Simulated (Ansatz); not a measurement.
Ge: computed properties

Theory: Ansatz 0.2.0, DFT PBE, scalar-relativistic, plane waves, PAW.

Settings: cutoff 420 eV, Γ-centred mesh 6×6×6 on the computed 9-atom cell, Gaussian smearing of 0.10 eV; no spin polarisation.

The structure is relaxed at this level of theory with its symmetry kept, and needn't be the ground state of this composition.

```cif
data_structure
_symmetry_space_group_name_H-M 'R32:H'
_symmetry_Int_Tables_number 155
_cell_length_a 8.1176
_cell_length_b 8.1176
_cell_length_c 11.1788
_cell_angle_alpha 90.000
_cell_angle_beta 90.000
_cell_angle_gamma 120.000
_cell_volume 637.94
loop_
_atom_site_label
_atom_site_type_symbol
_atom_site_symmetry_multiplicity
_atom_site_Wyckoff_symbol
_atom_site_fract_x
_atom_site_fract_y
_atom_site_fract_z
_atom_site_occupancy
Ge1 Ge 18 f 0.41624 0.88873 0.32650 1
Ge2 Ge 9 e 0.98867 0.66667 0.16667 1
```

| Item | Value |
| --- | --- |
| Space group | R32 (No. 155) |
| Volume per atom | 23.63 Å³ |
| Energy over the standard state (uncorrected) | +0.288 eV/atom |
| Kohn–Sham band gap | none (metal) |
| Density of states at the Fermi level | 4.8 states/eV per cell |
| Orbital (Löwdin) character within 0.5 eV of the Fermi level | Ge 4p 80 %, Ge 4s 18 % |
| Bader charge by site (e) | Ge (6 in the cell) 0.02, Ge (3 in the cell) -0.04 |

Another cell of Ge relaxed alike, in Fd-3m, lies 291 meV/atom lower, so this cell isn't the stable form at this level.

The cell was found from a structure generator's guess, not taken from experiment. Löwdin shares on free-atom orbitals overweight diffuse shells.
